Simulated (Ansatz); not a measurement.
Run this with Ansatz 0.2.0, Python API and show what comes out.

Input file `cu3au_cu3au_pm_3m.cif`:
```cif
data_Cu3Au
_cell_length_a 3.740000
_cell_length_b 3.740000
_cell_length_c 3.740000
_cell_angle_alpha 90.00000
_cell_angle_beta 90.00000
_cell_angle_gamma 90.00000
_symmetry_space_group_name_H-M 'P 1'
_symmetry_Int_Tables_number 1
loop_
_symmetry_equiv_pos_as_xyz
'x, y, z'
loop_
_atom_site_label
_atom_site_type_symbol
_atom_site_fract_x
_atom_site_fract_y
_atom_site_fract_z
Cu1 Cu    0.000000    0.500000    0.500000
Cu2 Cu    0.500000    0.000000    0.500000
Cu3 Cu    0.500000    0.500000    0.000000
Au4 Au    0.000000    0.000000    0.000000
```

The script reads `cu3au_cuau3_pm_3m.xyz`:
```text
4
Lattice="3.98 0.0 0.0 0.0 3.98 0.0 0.0 0.0 3.98" Properties=species:S:1:pos:R:3 pbc="T T T"
Cu    0.00000000    0.00000000    0.00000000
Au    0.00000000    1.99000000    1.99000000
Au    1.99000000    0.00000000    1.99000000
Au    1.99000000    1.99000000    0.00000000
```

Contents of `cu3au_cuau_r_3m.vasp`:
```text
CuAu
1.0
   1.44305685    0.83314926    4.25617076
  -1.44305685    0.83314926    4.25617076
   0.00000000   -1.66629852    4.25617076
Cu Au
1 1
Direct
   0.50000000    0.50000000    0.50000000
   0.00000000    0.00000000    0.00000000
```

Input file `cu3au_cuau_p4_mmm.xyz`:
```text
2
Lattice="2.81074946 0.0 0.0 0.0 2.81074946 0.0 0.0 0.0 3.685" Properties=species:S:1:pos:R:3 pbc="T T T"
Cu    1.40537473    1.40537473    1.84250000
Au    0.00000000    0.00000000    0.00000000
```

The script reads `cu3au_cu.cif`:
```cif
data_Cu
_cell_length_a 2.556191
_cell_length_b 2.556191
_cell_length_c 2.556191
_cell_angle_alpha 60.00000
_cell_angle_beta 60.00000
_cell_angle_gamma 60.00000
_symmetry_space_group_name_H-M 'P 1'
_symmetry_Int_Tables_number 1
loop_
_symmetry_equiv_pos_as_xyz
'x, y, z'
loop_
_atom_site_label
_atom_site_type_symbol
_atom_site_fract_x
_atom_site_fract_y
_atom_site_fract_z
Cu1 Cu    0.000000    0.000000    0.000000
```

Input file `cu3au_au.vasp`:
```text
Au
1.0
   0.00000000    2.03500000    2.03500000
   2.03500000    0.00000000    2.03500000
   2.03500000    2.03500000    0.00000000
Au
1
Direct
   0.00000000    0.00000000    0.00000000
```

The script, `hull_cu3au.py`:
```python
"""Stability of Cu-Au compounds against each other, after relaxing cells and atoms."""

from collections import Counter

import ansatz as az
from ase.io import read
import numpy as np


def solve(name, crystal):
    calc = (
        crystal.calculation()
        .basis(31 * az.Ry, xc_grid=3)
        .functional("pbesol")
        .kpoints(spacing=0.39)
        .occupations("fermi_dirac", width=0.05)
    )
    calc = calc.relax(force_tolerance=0.01, max_steps=60, cell=True)
    return calc.run(threads=1)


def counts(outcome):
    return Counter(site.symbol for site in outcome.lattice.sites)

def formation_energy(outcome, mu):
    n = counts(outcome)
    return (outcome.report["energy_sigma0_ev"] - sum(k * mu[element] for element, k in n.items())) / sum(n.values())

phases = {}
atoms = read("cu3au_cu3au_pm_3m.cif")
cu3au_pm_3m = az.Crystal.from_ase(atoms)
phases["Cu3Au Pm-3m"] = cu3au_pm_3m
cuau3_pm_3m = az.Crystal.from_extxyz("cu3au_cuau3_pm_3m.xyz")
phases["CuAu3 Pm-3m"] = cuau3_pm_3m
atoms = read("cu3au_cuau_r_3m.vasp", format="vasp")
cuau_r_3m = az.Crystal.from_ase(atoms)
phases["CuAu R-3m"] = cuau_r_3m
cuau_p4_mmm = az.Crystal.from_extxyz("cu3au_cuau_p4_mmm.xyz")
phases["CuAu P4/mmm"] = cuau_p4_mmm
atoms = read("cu3au_cu.cif")
cu = az.Crystal.from_ase(atoms)
phases["Cu"] = cu
atoms = read("cu3au_au.vasp", format="vasp")
au = az.Crystal.from_ase(atoms)
phases["Au"] = au

done = {}
for name, crystal in phases.items():
    done[name] = solve(name, crystal)
    print(f"{name}: {done[name].report['energy_sigma0_ev']:.4f} eV, {len(done[name].lattice.sites)} atoms")

# energy of one atom in its reference phase
references = {"Cu": "Cu", "Au": "Au"}
mu = {element: done[name].report["energy_sigma0_ev"] / len(done[name].lattice.sites) for element, name in references.items()}
points = sorted((counts(o)["Au"] / len(o.lattice.sites), formation_energy(o, mu), name) for name, o in done.items())

# lower hull by a monotone chain
hull = []
for x, e, _ in points:
    while len(hull) > 1 and (hull[-1][0] - hull[-2][0]) * (e - hull[-2][1]) - (hull[-1][1] - hull[-2][1]) * (x - hull[-2][0]) <= 0:
        hull.pop()
    hull.append((x, e))
rows = [(name, x, e, e - np.interp(x, *zip(*hull))) for x, e, name in points]
print("     phase       x(Au)  E_form (eV/atom)  above hull (eV/atom)")
for row in rows:
    print(f"{str(row[0]):>10}  {row[1]:10.3f}  {row[2]:16.4f}  {row[3]:20.4f}")
print("on the hull of these phases:", ", ".join(row[0] for row in rows if row[3] < 1e-6))
```

```console
$ python hull_cu3au.py
Cu3Au Pm-3m: -32773.4746 eV, 4 atoms
CuAu3 Pm-3m: -45610.0279 eV, 4 atoms
CuAu R-3m: -19595.8633 eV, 2 atoms
CuAu P4/mmm: -19596.0104 eV, 2 atoms
Cu: -6588.7377 eV, 1 atoms
Au: -13007.1517 eV, 1 atoms
     phase       x(Au)  E_form (eV/atom)  above hull (eV/atom)
        Cu       0.000            0.0000                0.0000
Cu3Au Pm-3m       0.250           -0.0274                0.0028
CuAu P4/mmm       0.500           -0.0604                0.0000
 CuAu R-3m       0.500            0.0131                0.0736
CuAu3 Pm-3m       0.750            0.0413                0.0715
        Au       1.000            0.0000                0.0000
on the hull of these phases: Cu, CuAu P4/mmm, Au
```

Reading the output:
- These settings explore the input space; cutoff and mesh may be short of convergence.
- For the metals among these phases the mesh is modest: differences between phases can be off by up to 40 meV an atom.
- Spin-orbit coupling, which matters for elements this heavy, is left out.
- The cells come from databases of deposited and of computed structures, and not all need be stable phases.
- Differences under about 40 meV an atom lie within the error of mesh and functional, so such verdicts may flip; only the cells listed enter the hull.
- Hardware and time: 49 s on 1 thread of Arm Neoverse V1, with other jobs on the host, peak memory 0.48 GiB.
